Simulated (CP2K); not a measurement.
**Ir in CP2K: the effect of functional**

The system is Ir.

```
CELL_PARAMETERS angstrom
2.70907 0.00000 0.00000
1.35453 2.34612 0.00000
1.35453 0.78204 2.21194
ATOMIC_POSITIONS crystal
Ir 0.00000 0.00000 0.00000
```

Alike in all runs:

* Program: CP2K 2026.2
* Task: band structure
* Potentials or basis: POTENTIAL_UZH Ir GTH-PBE-q17; TZVP-MOLOPT-PBE-GTH basis
* Density cutoff: 9184 eV
* k mesh: 12 × 12 × 12
* Occupations: fermi-dirac, width 0.05 eV
* Spin: no spin polarisation

Question: One run gave: pressure 2.6 GPa. Which functional did it use?
A. vdW-DF-cx
B. vdW-DF2
C. OLYP
D. PBEsol
E. r2SCAN

Answer: E.

| functional | pressure (GPa) |
| --- | --- |
| LDA | -6.2 |
| PBEsol | -1.7 |
| OLYP | 0.1 |
| vdW-DF-cx | 0.9 |
| vdW-DF2 | 38.1 |
| r2SCAN | 2.6 |

Caveats: the potentials were made for another functional, which shifts forces and pressure; the basis of atomic orbitals isn't converged, which shifts pressures, moduli and gaps; a pressure of tens of GPa on the cell as given is suspect, and the run, the potentials or the cell itself is likely at fault (some runs).

Runs at the PBE level aren't shown here.
